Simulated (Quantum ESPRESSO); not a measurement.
**MoS2 under changes of volume**

One of the cells (18.982 Å³/atom); the others are scaled copies at fixed shape and fractional positions:

```
CELL_PARAMETERS angstrom
3.22746 0.00000 0.00000
-1.61373 2.79507 0.00000
0.00000 0.00000 6.31247
ATOMIC_POSITIONS crystal
Mo 0.00000 0.00000 0.50000
S 0.66667 0.33333 0.74468
S 0.33333 0.66667 0.25532
```

Measurements of this composition are mostly on another form, of space group No. 194.

```yaml
Program: Quantum ESPRESSO 7.5
Functional: r2SCAN
Potentials_or_basis: SG15 PBE 1.2
Cutoff: 952 eV
Density_cutoff: 3810 eV
k_mesh: 8 × 8 × 3
Occupations: fermi-dirac, width 0.05 eV
Spin: no spin polarisation
```

```tsv
volume (Å³/atom)	energy over the lowest point (meV/atom)	pressure (GPa)	largest force (eV/Å)
17.843	32.13	9.6	1.167
18.222	?	?	?
18.602	3.20	2.8	0.411
18.982	0.00	-0.1	0.075
19.361	3.32	-2.7	0.237
19.741	12.48	-5.0	0.526
20.120	26.88	-7.1	0.795
```

Task: What does the run at 18.222 Å³/atom give?

Result: Energy over the lowest point 13.64 meV/atom; pressure 6.0 GPa; largest force 0.774 eV/Å.

Worked out: A Birch-Murnaghan fit of order 3 (a polynomial in V^(-2/3)) to the other rows has its minimum at 18.97 Å³/atom with B0 = V·E''(V) = 138 GPa and B' = 4.3 at fixed shape and positions, which overstates the stiffness. It gives 13.65 meV/atom at 18.222 Å³/atom, against the run's 13.64, and -dE/dV = 6.1 GPa, against 6.0.

Energies are extrapolated to zero smearing.

Caveats: the potentials were made for another functional, which shifts forces and pressure.
